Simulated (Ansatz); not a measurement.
## Notes on VBiO4

```
Bi V O
1.0
    -2.60422    2.53538    5.82686
     2.60422   -2.53538    5.82686
     2.56997    2.53538   -5.82686
Bi V O
2 2 8
Direct
  0.88350 0.63350 0.25000
  0.11650 0.36650 0.75000
  0.38000 0.13000 0.25000
  0.62000 0.87000 0.75000
  0.71590 0.35470 0.65420
  0.20050 0.06170 0.84580
  0.28410 0.64530 0.34580
  0.79950 0.93830 0.15420
  0.83030 0.70990 0.64160
  0.56830 0.18870 0.85840
  0.16970 0.29010 0.35840
  0.43170 0.81130 0.14160
```

Single point in Ansatz 0.2.0 with PBE, with U_eff = 5.62 eV on V d (all-electron-ortho-atomic projectors), no spin polarisation. Cutoff 420 eV, PAW datasets, 5×5×5 Γ-centred k mesh, gaussian filling (width 0.097 eV).

Problem. What does the stress say?

Solution. The pressure is 7.2 GPa (compression positive), so with the atoms held at these fractions the cell would first expand.

Problem. Which element gives electrons and which takes them?

Solution. Bader charges in e: V +2.30, Bi +2.05, O -1.13 to -1.04. In the mean V gives up most and O takes most.

Problem. Metal or insulator? Give the gap.

Solution. The gap is 2.53 eV, indirect (the least direct gap found is 2.55 eV). A semilocal functional usually gives too small a gap.

Problem. What do density and ELF say about some of the short contacts?

Solution. V–O at 1.69 Å: least valence density 1.47 e/Å³ and ELF 0.37 there. Bi–O at 2.35 Å: least valence density 0.42 e/Å³ and ELF 0.20 there. Both are smooth PAW fields, read partly inside the augmentation spheres.

Origin: a database entry at a rescaled volume. Caveats: no spin polarisation, so a magnetic state may lie lower; no spin-orbit coupling, which can shift this gap by tenths of an eV.
